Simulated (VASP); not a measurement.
Wanted: the native input for a VASP 6.6.1 run.

```
Task                   : band structure
Functional             : LDA
Potentials or basis    : VASP PAW LDA potentials, release 64 (Ti_sv, O)
Cutoff                 : 520 eV
k mesh                 : 10 × 10 × 10
Occupations            : gaussian, width 0.02 eV
Spin                   : no spin polarisation
Ladder                 : gaps
Further INCAR settings : ALGO = Normal; EDIFF = 1e-07
```

The structure of TiO2 (Anatase) lies in POSCAR:

```
TiO2
1.0
   -1.8921000000      1.8921000000      4.7573000000
    1.8921000000     -1.8921000000      4.7573000000
    1.8921000000      1.8921000000     -4.7573000000
Ti O
2 4
Direct
    0.7500000000      0.2500000000      0.5000000000
    0.0000000000      0.0000000000      0.0000000000
    0.7919000000      0.7919000000      0.0000000000
    0.5419000000      0.0419000000      0.5000000000
    0.9581000000      0.4581000000      0.5000000000
    0.2081000000      0.2081000000      0.0000000000
```

One way to write it, as run:

INCAR

```
SYSTEM = TiO2
ALGO = Normal ; EDIFF = 1E-7
ENCUT = 520 ; ISIF = 2
ISMEAR = 0 ; KPAR = 2
LASPH = .True. ; LCHARG = .False.
LMAXMIX = 4 ; LREAL = .False.
LWAVE = .False. ; NELM = 80
PREC = Accurate ; SIGMA = 0.02
```

KPOINTS

```
k-points
0
Gamma
  10 10 10
  0 0 0
```

KPOINTS_OPT

```
path GXYSGZS1NPY1Z,XP
20
line-mode
reciprocal
 0.0000000000  0.0000000000  0.0000000000  G
-0.5000000000  0.5000000000  0.0000000000  X

-0.5000000000  0.5000000000  0.0000000000  X
-0.5000000000  0.5000000000 -0.0790928267  Y

-0.5000000000  0.5000000000 -0.0790928267  Y
-0.2895464134  0.2895464134 -0.2895464134  S

-0.2895464134  0.2895464134 -0.2895464134  S
 0.0000000000  0.0000000000  0.0000000000  G

 0.0000000000  0.0000000000  0.0000000000  G
 0.5000000000  0.5000000000 -0.5000000000  Z

 0.5000000000  0.5000000000 -0.5000000000  Z
 0.2895464134  0.7104535866 -0.7104535866  S1

 0.2895464134  0.7104535866 -0.7104535866  S1
 0.0000000000  0.5000000000 -0.5000000000  N

 0.0000000000  0.5000000000 -0.5000000000  N
-0.2500000000  0.7500000000 -0.2500000000  P

-0.2500000000  0.7500000000 -0.2500000000  P
 0.0790928267  0.9209071733 -0.5000000000  Y1

 0.0790928267  0.9209071733 -0.5000000000  Y1
 0.5000000000  0.5000000000 -0.5000000000  Z

-0.5000000000  0.5000000000  0.0000000000  X
-0.2500000000  0.7500000000 -0.2500000000  P
```

Potentials or basis: VASP PAW LDA potentials, release 64 (Ti_sv, O).

The run is started by

```bash
$ cat potpaw_LDA.64/Ti_sv/POTCAR potpaw_LDA.64/O/POTCAR > POTCAR
$ mpirun -np 2 vasp_std > vasp.out
```

It gave:

The pressure is -5.6 GPa. The largest force is 0.088 eV/Å. The band gap on the k mesh is 2.00 eV, indirect (least direct gap 2.34 eV) and the band gap along the path is 1.99 eV, indirect (least direct gap 2.34 eV).

Wall time 4.5 min on 2 MPI ranks on Intel(R) Xeon(R) 6975P-C (Granite Rapids), on a shared host, peak memory 0.38 GiB a rank.
